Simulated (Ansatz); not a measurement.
ZnTe (F-43m), PBEsol with spin-orbit coupling, rigid bands (Ansatz, a program for electronic structure): N_c = 5.97e17 cm⁻³ at 300 K and an electron conductivity mass of 0.0862 mₑ.

Question: For 1e16 electrons per cm³ at 300 K, place the Fermi level, estimate the Seebeck coefficient of a parabolic band with constant τ, and give mobility and conductivity for τ = 5 fs.

Answer: The level lies k_BT ln(N_c/n) = 0.106 eV below the conduction-band minimum. S ≈ −(k_B/e)[ln(N_c/n) + 5/2] = -568 μV/K, against -563 μV/K from the full bands (mean over directions). μ = eτ/m = 102 cm²/(V·s) and σ = neμ = 0.163 S/cm. τ is assumed, not computed.

Band transport and this doping are assumed; polarons and phonon drag are left out.
